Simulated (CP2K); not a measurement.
Runs of CP2K 2026.2 on HfN. It takes space group Fm-3m (No. 225, cubic). The conventional cell has a = 4.512 Å, b = 4.512 Å, c = 4.512 Å, α = 90.00°, β = 90.00°, γ = 90.00°. Hf (site symmetry m-3m) has 6 N at 2.26 Å as nearest neighbours. Around N (site symmetry m-3m) lie 6 Hf at 2.26 Å. 

```tsv
potentials or basis	gap on the mesh (eV)	pressure (GPa)
GTH_POTENTIALS Hf GTH-PBE-q12, N GTH-BLYP-q5; DZVP-MOLOPT-SR-GTH basis	none	(b)
POTENTIAL_UZH Hf GTH-SCAN-q12, N GTH-SCAN-q5; DZVP-MOLOPT-SR-GTH basis	none	-5.4
GTH_POTENTIALS Hf GTH-PBE-q12, N GTH-PBE-q5; DZVP-MOLOPT-SR-GTH basis	none	(a)
POTENTIAL_UZH Hf GTH-PBE0-q12, N GTH-PBE0-q5; DZVP-MOLOPT-SR-GTH basis	none	1.3
GTH_POTENTIALS Hf GTH-PADE-q12, N GTH-PADE-q5; DZVP-MOLOPT-SR-GTH basis	none	-8.3
```

Alike in all rows: task band structure; level PBE; no spin polarisation; cell as given; k mesh 10 × 10 × 10; smearing fermi-dirac 0.05 eV.

**Question.** Estimate the missing entries.

**Answer.** (a) 0.7; (b) 0.5.

Caveats: spin-orbit coupling is left out, which moves the levels of the heavy elements; the basis of atomic orbitals isn't converged, which shifts pressures, moduli and gaps; the potentials were made for another functional, which shifts forces and pressure (some runs).

A k mesh can miss the band edges, and the runs leave out spin-orbit coupling on Hf.

A gap of «none» marks a metal or a gap under the smearing width.
